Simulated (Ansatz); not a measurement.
# ZrC (Fm-3m) in Ansatz: equation of state

How stiff is ZrC in PBE, and what volume does it want? The cell is scaled to several volumes.

Program: Ansatz 0.2.0. These are calculated values, not measurements. Logs are shortened: lines on timing, memory, paths and dates and some standing lists are left out, and cuts for length are marked.

## (1) Starting point

It takes space group Fm-3m (No. 225, cubic). The conventional cell has a = 4.730 Å, b = 4.730 Å, c = 4.730 Å, α = 90.00°, β = 90.00°, γ = 90.00°. Around Zr (site symmetry m-3m) lie 6 C at 2.37 Å. Around C (site symmetry m-3m) lie 6 Zr at 2.37 Å.

## (2) Single point, PBE, 12.43 Å³/atom (volume scaled by 0.94)

Contents of input.yaml:

```yaml
crystal:
  lattice:
    - [0.0, 2.3167211471, 2.3167211471]
    - [2.3167211471, 0.0, 2.3167211471]
    - [2.3167211471, 2.3167211471, 0.0]
  atoms:
    - { symbol: Zr, position: [0.5, 0.5, 0.5] }
    - { symbol: C, position: [0.0, 0.0, 0.0] }
hamiltonian:
  xc: pbe
  pseudopotentials: { kind: paw }
kpoints:
  mp_grid: { grid: [10, 10, 10] }
scf:
  occupations: { method: fermi_dirac, width: 0.05 }
output:
  forces: true
  stress: true
  eigenvalues: true
```

Potentials or basis: Ansatz PAW.

On the command line:

```console
> ansatz run input.yaml --threads 1 --pin off --max-ram 2560MiB --backend cpu --events-out ev --progress --plain --runs-dir out
```

Output:

```text
Warning: RAYON_NUM_THREADS=1 ignored (pool sized by the plan → 1); use --threads N
Engine: ansatz 0.2.0, x86_64-unknown-linux-gnu
Pseudopotentials: kind: paw
Pseudopotential: Zr, paw, valence charge 12, recommended cutoff 420 eV (normal), Zr.paw.azcp
Pseudopotential: C, paw, valence charge 4, recommended cutoff 420 eV (normal), C.paw.azcp
Functional definition: PBE
  parameter kappa = 0.804
  parameter beta = 0.06672455060314922
  exchange = pbe_x(kappa = kappa, mu = beta*pi^2/3)
  correlation = pbe_c(beta = beta)
Crystal: 2 atoms, lattice volume = 24.869 Å³
Basis set: ecut = 420 eV, 531 PW (Γ), exchange–correlation on 48×48×48 points (8 copies of the dense FFT grid, shifted against one another)
Bands: 12, of which v1, the nominal top of the filled ones, is band 8 counted from 1 (7 counted from 0)
Symmetry: 48 space group operations
Space group: Fm-3m (ITA 225), of the structure as read, at distance tolerance 2.9e-5 Å
k-points: 47 of 1000
Non-local potential: Zr, projectors of the file, l = 0: 3, l = 1: 2, l = 2: 2, l = 3: 2
Non-local potential: C, projectors of the file, l = 0: 2, l = 1: 2, l = 2: 1
PAW form: soft (Blöchl's): semilocal exchange-correlation on the pseudo side does not see the compensation charge
PAW one-centre angular grid: Zr, 590 points (default); XC on 64 Gauss nodes
PAW one-centre angular grid: C, 110 points (default); XC on 64 Gauss nodes
Initial density: superposition of atomic densities (neutral atoms: chi_scale 0, normalization atom), corrected by the library's trained network
Initial wavefunctions: pseudopotential atomic-orbital guess
Functional: x = pbe(κ = 0.804, μ = 0.2195149727645171), c = pbe(β = 0.06672455060314922)
SCF iter   1: F=—  HF=-4436.451295 eV  |F-HF|=—  |Δ(HF+E_count)|=         —  Δρ=8.31e-4  dr2=3.51e-5  ethr=1.77e-3  ⟨swp⟩=5.1  Hψ=2836  notcnv=0
preconditioner: auto → none  [insulator: Δε(μ)=0.134 eV  Ē_g=18.196 eV  σ=0.050 eV  W_gap=0.59  n_scr=8 (ndim 8)  ℏωp=27.9 eV  f_vac=0.000  D(μ)=0.27/eV (n_scr^D=0)  ε∞_Penn≈3.3]
SCF iter   2: F=—  HF=-4436.451068 eV  |F-HF|=—  |Δ(HF+E_count)|=   2.28e-4  Δρ=4.22e-4  dr2=1.28e-5  ethr=2.19e-7  ⟨swp⟩=3.0  Hψ=1401  notcnv=0
SCF iter   3: F=—  HF=-4436.451089 eV  |F-HF|=—  |Δ(HF+E_count)|=   2.15e-5  Δρ=1.55e-4  dr2=1.23e-6  ethr=8.00e-8  ⟨swp⟩=2.9  Hψ=965  notcnv=0
iter 4 did not close the SCF: its close was put off for the readings that it lacked (scf_convergence_deferred on its scf_iter line)
SCF iter   4: F=-4436.451094 eV  HF=-4436.451094 eV  |F-HF|=6.25e-8  |Δ(HF+E_count)|=   4.32e-6  Δρ=2.19e-5  dr2=8.35e-8  ethr=7.70e-9  ⟨swp⟩=3.0  Hψ=951  notcnv=0
iter 5 did not close the SCF: its close was put off for the readings that it lacked (scf_convergence_deferred on its scf_iter line)
SCF iter   5: F=-4436.451094 eV  HF=-4436.451094 eV  |F-HF|=1.13e-8  |Δ(HF+E_count)|=   2.22e-8  Δρ=9.91e-6  dr2=1.53e-8  ethr=5.22e-10  ⟨swp⟩=2.4  Hψ=919  notcnv=0
SCF iter   6: F=-4436.451094 eV  HF=-4436.451094 eV  |F-HF|=5.00e-10  |Δ(HF+E_count)|=   6.00e-9  Δρ=2.49e-6  dr2=7.67e-10  ethr=9.56e-11  ⟨swp⟩=2.1  Hψ=1901  notcnv=0
SCF 1 converged in 6 iterations: F = -4436.451094 eV  dr2 = 7.67e-10
SCF converged after 6 iterations
Free energy (F): -4436.451094 eV
Harris-Foulkes:  -4436.451094 eV  (|F-HF|=5.00e-10)
Internal energy: -4436.448745 eV  (E = F + TS)
E sigma→0 (E₀):  -4436.449919 eV
Entropy (-TS):   -0.002349 eV (-1.174 meV/atom)
Fermi energy:    15.615824 eV
--- Per-component energies (eV) ---
  E_band       = -36.305579
  E_kinetic    = 425.688069
  E_local      = -572.545647  (includes V_loc(G=0)·N_el)
  E_nonlocal   = 104.665901
  E_hartree    = 172.818046
  E_xc         = -212.413874
  E_vxc        = -254.089561  (∫ρ·V_xc dr)
  E_paw        = -3052.209333  (= ΣΔE_a)
  E_vpaw       = -85.661023  (= ΣTr[D̂ρ^β])
  E_aug_tail   = 0.000032  (compensation charges beyond the density's cutoff)
  E_ewald      = -1302.451939
  E_smearing   = -0.002349  (= −TS)
  E_closure    = 0.000000  (closes the sum)
  Σ components = -4436.451094   (vs F -4436.451094, Δ=0.00e0)
--- Forces (eV/Å), atoms counted from 1 ---
  atom   1  Zr     0.00000000    -0.00000000    -0.00000000
  atom   2  C     -0.00000000     0.00000000     0.00000000
  max |Σ_I F_I| component: 3.56e-29 eV/Å
--- Stress (GPa, compression-positive) ---
       11.839558      -0.000000       0.000000
        0.000000      11.839558      -0.000000
        0.000000      -0.000000      11.839558
  P = ⅓ Tr σ = 11.8396 GPa (118.396 kbar)
--- Band table (eV; the first three rows and the last of 47) ---
  k-point 0: bands = ["-32.3288", "-10.0112", "-10.0112", "-10.0112", "4.1455", "16.5469", "16.5469", "16.5469", "16.7112", "16.7112", "16.7112", "18.5408"]
  k-point 1: bands = ["-32.3171", "-10.1147", "-10.0198", "-10.0198", "4.3882", "15.2086", "15.5006", "15.5006", "17.1018", "17.1018", "17.5577", "19.6922"]
  k-point 2: bands = ["-32.2863", "-10.3764", "-10.0424", "-10.0424", "5.0516", "13.5834", "14.2622", "14.2622", "17.7908", "17.7908", "18.1602", "21.6589"]
  k-point 46: bands = ["-32.1638", "-10.6880", "-10.5265", "-10.3669", "5.9508", "13.0868", "13.2422", "13.3084", "18.0987", "19.8901", "21.5922", "22.6084"]
```

Run time: 0.95 s. Hardware: 1 thread of Intel Xeon 6975P-C (Granite Rapids), shared host; peak memory 0.35 GiB.

Results:

| Item | Value |
| --- | --- |
| Free energy | -4436.4511 eV |
| Pressure | 11.8 GPa |
| Band gap on the k mesh | none (metal or under the smearing width) |

## (3) Single point, PBE, 12.70 Å³/atom (volume scaled by 0.96)

Edit input.yaml of step 2 so:

```diff
@@ -2,5 +2,5 @@
   lattice:
-    - [0.0, 2.3167211471, 2.3167211471]
-    - [2.3167211471, 0.0, 2.3167211471]
-    - [2.3167211471, 2.3167211471, 0.0]
+    - [0.0, 2.3330366223, 2.3330366223]
+    - [2.3330366223, 0.0, 2.3330366223]
+    - [2.3330366223, 2.3330366223, 0.0]
   atoms:
```

Potentials or basis: Ansatz PAW.

On the command line:

```console
> ansatz run input.yaml --threads 1 --pin off --max-ram 2560MiB --backend cpu --events-out ev --progress --plain --runs-dir out
```

Run time: 0.66 s. Hardware: 1 thread of Intel Xeon 6975P-C (Granite Rapids), shared host; peak memory 0.35 GiB.

Results (log left out):

```
Free energy            : -4436.4811 eV
Pressure               : 6.4 GPa
Band gap on the k mesh : none (metal or under the smearing width)
```

## (4) Single point, PBE, 12.96 Å³/atom (volume scaled by 0.98)

Edit input.yaml of step 3 so:

```diff
@@ -2,5 +2,5 @@
   lattice:
-    - [0.0, 2.3330366223, 2.3330366223]
-    - [2.3330366223, 0.0, 2.3330366223]
-    - [2.3330366223, 2.3330366223, 0.0]
+    - [0.0, 2.3491270385, 2.3491270385]
+    - [2.3491270385, 0.0, 2.3491270385]
+    - [2.3491270385, 2.3491270385, 0.0]
   atoms:
```

On the command line:

```console
> ansatz run input.yaml --threads 1 --pin off --max-ram 2560MiB --backend cpu --events-out ev --progress --plain --runs-dir out
```

Wall time 0.69 s (1 thread of Intel Xeon 6975P-C (Granite Rapids), shared host); peak memory 0.36 GiB.

Results (log left out):

```
Free energy            : -4436.4940 eV
Pressure               : 1.5 GPa
Band gap on the k mesh : none (metal or under the smearing width)
```

## (5) Single point, PBE, 13.23 Å³/atom

Edit input.yaml of step 4 so:

```diff
@@ -2,5 +2,5 @@
   lattice:
-    - [0.0, 2.3491270385, 2.3491270385]
-    - [2.3491270385, 0.0, 2.3491270385]
-    - [2.3491270385, 2.3491270385, 0.0]
+    - [0.0, 2.365, 2.365]
+    - [2.365, 0.0, 2.365]
+    - [2.365, 2.365, 0.0]
   atoms:
@@ -19 +19,5 @@
   eigenvalues: true
+  write_density: true
+  write_potential: true
+  elf: true
+  volumetric_format: npy
```

On the command line:

```console
> ansatz run input.yaml --threads 1 --pin off --max-ram 2560MiB --backend cpu --events-out ev --progress --plain --runs-dir out
```

Wall time 0.79 s (1 thread of Intel Xeon 6975P-C (Granite Rapids), shared host); peak memory 0.36 GiB.

It converged, with:

- Free energy: -4436.4915 eV
- Pressure: -2.9 GPa
- Band gap on the k mesh: none (metal or under the smearing width)

## (6) Single point, PBE, 13.49 Å³/atom (volume scaled by 1.02)

Edit input.yaml of step 5 so:

```diff
@@ -2,5 +2,5 @@
   lattice:
-    - [0.0, 2.365, 2.365]
-    - [2.365, 0.0, 2.365]
-    - [2.365, 2.365, 0.0]
+    - [0.0, 2.3806627081, 2.3806627081]
+    - [2.3806627081, 0.0, 2.3806627081]
+    - [2.3806627081, 2.3806627081, 0.0]
   atoms:
@@ -19,5 +19 @@
   eigenvalues: true
-  write_density: true
-  write_potential: true
-  elf: true
-  volumetric_format: npy
```

Potentials or basis: Ansatz PAW.

On the command line:

```console
> ansatz run input.yaml --threads 1 --pin off --max-ram 2560MiB --backend cpu --events-out ev --progress --plain --runs-dir out
```

Wall time 0.74 s (1 thread of Intel Xeon 6975P-C (Granite Rapids), shared host); peak memory 0.35 GiB.

Results (log left out):

```yaml
Free_energy: -4436.4752 eV
Pressure: -6.9 GPa
Band_gap_on_the_k_mesh: none (metal or under the smearing width)
```

## (7) Single point, PBE, 13.76 Å³/atom (volume scaled by 1.04)

Edit input.yaml of step 6 so:

```diff
@@ -2,5 +2,5 @@
   lattice:
-    - [0.0, 2.3806627081, 2.3806627081]
-    - [2.3806627081, 0.0, 2.3806627081]
-    - [2.3806627081, 2.3806627081, 0.0]
+    - [0.0, 2.39612199, 2.39612199]
+    - [2.39612199, 0.0, 2.39612199]
+    - [2.39612199, 2.39612199, 0.0]
   atoms:
@@ -19 +19,5 @@
   eigenvalues: true
+  write_density: true
+  write_potential: true
+  elf: true
+  volumetric_format: npy
```

Potentials or basis: Ansatz PAW.

On the command line:

```console
> ansatz run input.yaml --threads 1 --pin off --max-ram 2560MiB --backend cpu --events-out ev --progress --plain --runs-dir out
```

Output:

```text
Warning: RAYON_NUM_THREADS=1 ignored (pool sized by the plan → 1); use --threads N
[... 9 set-up lines as earlier in the session ...]
Crystal: 2 atoms, lattice volume = 27.514 Å³
Basis set: ecut = 420 eV, 537 PW (Γ), exchange–correlation on 48×48×48 points (8 copies of the dense FFT grid, shifted against one another)
Bands: 12, of which v1, the nominal top of the filled ones, is band 8 counted from 1 (7 counted from 0)
[... 1 set-up line as earlier in the session ...]
Space group: Fm-3m (ITA 225), of the structure as read, at distance tolerance 3.0e-5 Å
k-points: 47 of 1000
[... 8 set-up lines as earlier in the session ...]
SCF iter   1: F=—  HF=-4436.447309 eV  |F-HF|=—  |Δ(HF+E_count)|=         —  Δρ=1.88e-3  dr2=1.09e-3  ethr=1.77e-3  ⟨swp⟩=5.0  Hψ=2820  notcnv=0
preconditioner: auto → none  [metal: Δε(μ)=0.113 eV  Ē_g=8.232 eV  σ=0.050 eV  W_gap=0.44  n_scr=8 (ndim 8)  ℏωp=20.0 eV  f_vac=0.000  D(μ)=0.32/eV (n_scr^D=0)  sad-step TF]
SCF iter   2: F=—  HF=-4436.446378 eV  |F-HF|=—  |Δ(HF+E_count)|=   9.31e-4  Δρ=1.17e-3  dr2=4.89e-4  ethr=6.84e-6  ⟨swp⟩=2.3  Hψ=1150  notcnv=0
SCF iter   3: F=—  HF=-4436.446290 eV  |F-HF|=—  |Δ(HF+E_count)|=   8.80e-5  Δρ=2.23e-4  dr2=8.92e-6  ethr=3.06e-6  ⟨swp⟩=2.0  Hψ=715  notcnv=0
SCF iter   4: F=—  HF=-4436.446287 eV  |F-HF|=—  |Δ(HF+E_count)|=   3.52e-6  Δρ=4.67e-5  dr2=1.88e-7  ethr=5.57e-8  ⟨swp⟩=2.0  Hψ=936  notcnv=0
iter 5 did not close the SCF: its close was put off for the readings that it lacked (scf_convergence_deferred on its scf_iter line)
SCF iter   5: F=-4436.446287 eV  HF=-4436.446287 eV  |F-HF|=9.63e-9  |Δ(HF+E_count)|=   6.47e-8  Δρ=9.25e-6  dr2=7.13e-9  ethr=1.18e-9  ⟨swp⟩=2.2  Hψ=909  notcnv=0
SCF iter   6: F=-4436.446287 eV  HF=-4436.446287 eV  |F-HF|=1.82e-10  |Δ(HF+E_count)|=   1.11e-8  Δρ=1.64e-6  dr2=3.97e-10  ethr=4.46e-11  ⟨swp⟩=4.8  Hψ=2890  notcnv=0
SCF 1 converged in 6 iterations: F = -4436.446287 eV  dr2 = 3.97e-10
SCF converged after 6 iterations
Free energy (F): -4436.446287 eV
Harris-Foulkes:  -4436.446287 eV  (|F-HF|=1.82e-10)
Internal energy: -4436.443555 eV  (E = F + TS)
E sigma→0 (E₀):  -4436.444921 eV
Entropy (-TS):   -0.002732 eV (-1.366 meV/atom)
Fermi energy:    13.924640 eV
--- Per-component energies (eV) ---
  E_band       = -64.871611
  E_kinetic    = 418.674381
  E_local      = -624.559946  (includes V_loc(G=0)·N_el)
  E_nonlocal   = 104.127210
  E_hartree    = 186.581544
  E_xc         = -210.205073
  E_vxc        = -251.132041  (∫ρ·V_xc dr)
  E_paw        = -3051.769411  (= ΣΔE_a)
  E_vpaw       = -85.144100  (= ΣTr[D̂ρ^β])
  E_aug_tail   = 0.000030  (compensation charges beyond the density's cutoff)
  E_ewald      = -1259.292291
  E_smearing   = -0.002732  (= −TS)
  E_closure    = 0.000000  (closes the sum)
  Σ components = -4436.446287   (vs F -4436.446287, Δ=0.00e0)
--- Forces (eV/Å), atoms counted from 1 ---
  atom   1  Zr     0.00000000     0.00000000    -0.00000000
  atom   2  C     -0.00000000     0.00000000    -0.00000000
  max |Σ_I F_I| component: 4.12e-29 eV/Å
--- Stress (GPa, compression-positive) ---
      -10.519470      -0.000000      -0.000000
        0.000000     -10.519470      -0.000000
       -0.000000       0.000000     -10.519470
  P = ⅓ Tr σ = -10.5195 GPa (-105.195 kbar)
--- Band table (eV; the first three rows and the last of 47) ---
  k-point 0: bands = ["-34.4168", "-12.1609", "-12.1609", "-12.1609", "2.8128", "14.8318", "14.8318", "14.8318", "14.9810", "14.9810", "14.9810", "16.5554"]
  k-point 1: bands = ["-34.4094", "-12.2307", "-12.1673", "-12.1673", "3.0175", "13.5778", "13.8709", "13.8709", "15.3280", "15.3280", "15.7407", "17.6029"]
  k-point 2: bands = ["-34.3902", "-12.4091", "-12.1839", "-12.1839", "3.5837", "12.0338", "12.7448", "12.7448", "15.9314", "15.9314", "16.2688", "19.3613"]
  k-point 46: bands = ["-34.3136", "-12.6308", "-12.5189", "-12.4066", "4.5418", "11.6008", "11.6089", "11.6603", "16.2151", "17.7895", "19.1702", "20.0241"]
```

rho_z.tsv:

```text
# z_ang	rho[e/angstrom^3]
# format = ansatz-planar-average/11
# lattice	0.000000000	2.396121990	2.396121990
# lattice	2.396121990	0.000000000	2.396121990
# lattice	2.396121990	2.396121990	0.000000000
# sites	2
# site	40	2.396121990	2.396121990	2.396121990
# site	6	0.000000000	0.000000000	0.000000000
0.000000	4.473258e-1
0.141193	4.436234e-1
0.282386	4.329246e-1
0.423579	4.189070e-1
0.564771	4.123224e-1
0.705964	4.291246e-1
[... 16 lines left out ...]
3.106243	4.329246e-1
3.247435	4.436234e-1
```

v_z.tsv:

```text
# z_ang	v_es[eV]	v_tot[eV]
# format = ansatz-planar-average/11
# xc	pbe
# density_cutoff_ev	1680
# datasets	Zr=:simpson_from_first_knot:soft	C=:simpson_from_first_knot:soft
# lattice	0.000000000	2.396121990	2.396121990
# lattice	2.396121990	0.000000000	2.396121990
# lattice	2.396121990	2.396121990	0.000000000
# sites	2
# site	40	2.396121990	2.396121990	2.396121990
# site	6	0.000000000	0.000000000	0.000000000
0.000000	7.242173e0	-4.216471e0
0.141193	7.489286e0	-3.919521e0
0.282386	8.102484e0	-3.212758e0
0.423579	8.787777e0	-2.474916e0
0.564771	9.201065e0	-2.092976e0
0.705964	8.940967e0	-2.481438e0
[... 16 lines left out ...]
3.106243	8.102484e0	-3.212758e0
3.247435	7.489286e0	-3.919521e0
```

It took 0.87 s on 1 thread of Intel Xeon 6975P-C (Granite Rapids), shared host; peak memory 0.35 GiB.

Results:

```
Free energy            : -4436.4463 eV
Pressure               : -10.5 GPa
Band gap on the k mesh : none (metal or under the smearing width)
```

## (8) Single point, PBE, 14.02 Å³/atom (volume scaled by 1.06)

Contents of input.yaml:

```yaml
crystal:
  lattice:
    - [0.0, 2.411384325, 2.411384325]
    - [2.411384325, 0.0, 2.411384325]
    - [2.411384325, 2.411384325, 0.0]
  atoms:
    - { symbol: Zr, position: [0.5, 0.5, 0.5] }
    - { symbol: C, position: [0.0, 0.0, 0.0] }
hamiltonian:
  xc: pbe
  pseudopotentials: { kind: paw }
kpoints:
  mp_grid: { grid: [10, 10, 10] }
scf:
  occupations: { method: fermi_dirac, width: 0.05 }
output:
  forces: true
  stress: true
  eigenvalues: true
```

On the command line:

```console
> ansatz run input.yaml --threads 1 --pin off --max-ram 2560MiB --backend cpu --events-out ev --progress --plain --runs-dir out
```

Wall time 0.64 s (1 thread of Intel Xeon 6975P-C (Granite Rapids), shared host); peak memory 0.36 GiB.

The run converged. Its results:

```yaml
Free_energy: -4436.4061 eV
Pressure: -13.8 GPa
Band_gap_on_the_k_mesh: none (metal or under the smearing width)
```

## (9) Equation of state, PBE

Potentials or basis: Ansatz PAW.

This step only gathers the single runs of the series.

Results:

```yaml
Equilibrium_volume: 13.05 Å³/atom
Bulk_modulus: 222 GPa
Pressure_derivative_of_the_bulk_modulus: 4.1
```

Energy against volume, from the lowest point:
```tsv
volume (Å³/atom)	energy (meV/atom)
12.434	21.45
12.699	6.47
12.963	0.00
13.228	1.25
13.493	9.41
13.757	23.85
14.022	43.96
```
